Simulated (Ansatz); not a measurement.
# Magnesium, fcc under PBE: ground state and equation of state

What does PBE give for magnesium in the fcc structure? We relax it, solve it on a dense k-mesh, switch on spin-orbit coupling, then scale the cell to 7 volumes from 88 to 112 % of the relaxed one and try a fit of the equation of state. The k-meshes are 12×12×12 for the relaxation; 20×20×20 for the dense run; 12×12×12 for spin-orbit coupling; 14×14×14 for the volumes.

This is Mg in the fcc structure; at room conditions it is hcp.

Computed with Ansatz 0.2.0 (DFT PBE, plane waves (420 eV) with PAW, scalar-relativistic, unless a step says otherwise).

### Step 1. The starting structure

It takes space group Fm-3m (No. 225, cubic). Conventional cell: a = 4.530 Å, b = 4.530 Å, c = 4.530 Å, α = 90.00°, β = 90.00°, γ = 90.00°. Mg (site symmetry m-3m) is surrounded by 12 Mg at 3.20 Å.

As a file:

```
Mg
1.0
     0.00000    2.26490    2.26490
     2.26490    0.00000    2.26490
     2.26490    2.26490    0.00000
Mg
1
Direct
  0.00000 0.00000 0.00000
```

### Step 2. Relaxing cell and atoms

input.yaml

```yaml
crystal:
  lattice:
    - [0.0, 2.2649029606, 2.2649029606]
    - [2.2649029606, 0.0, 2.2649029606]
    - [2.2649029606, 2.2649029606, 0.0]
  atoms:
    - { symbol: Mg, position: [0.0, 0.0, 0.0] }
hamiltonian:
  xc: pbe
  pseudopotentials:
    kind: paw
    azcp:
      Mg: "pseudopotentials/Mg.paw.azcp"
basis:
  ecutwfc: 420
  fft_grid_basis: typed
kpoints:
  mp_grid: { grid: [12, 12, 12], shift: [0, 0, 0] }
magnetization:
  spin_polarized: false
scf:
  occupations: { method: fermi_dirac, width: 0.1 }
relax:
  max_steps: 60
  f_tol: 0.01
  cell: {}
```

On the command line:

```console
$ ansatz run input.yaml --threads 1 --pin off --max-ram 3584MiB --backend cpu --events-out ev --progress --plain --runs-dir out
```

The runs that follow: Dense single point; A two-component run at the same geometry; Volume × 0.88; Volume × 0.92; Volume × 0.96; Volume × 1.0; Volume × 1.04; Volume × 1.08; Volume × 1.12.

**Question.** What will these runs give? Wanted: space group; conventional cell; volume; shortest distance; gap on the mesh; relative to hcp; V₀, B₀, B₀′.

**Answer**, as computed:

```
                      quantity                         value
space group (spins left aside)               Fm-3m (No. 225)
             conventional cell                   a = 4.525 Å
                        volume                23.157 Å³/atom
             shortest distance                       3.199 Å
               gap on the mesh  none (levels filled in part)
               relative to hcp                  +11 meV/atom
                   V₀, B₀, B₀′   23.162 Å³/atom, 35 GPa, 4.0
```

The relaxation shrank the cell by 0.3 % in volume. Against the reference form of magnesium (hcp, computed apart with the same settings) it stands 11 meV/atom higher. Levels at the Fermi energy are filled in part, as in a metal. The total energy of the spin-orbit run (on a coarser mesh) lies -37 meV/atom from the scalar one; mesh and treatment of the core enter this figure, so it is no spin-orbit energy. B₀ comes out at 35 GPa. The symmetry was held, so the structure may be unstable against distortions that break it.
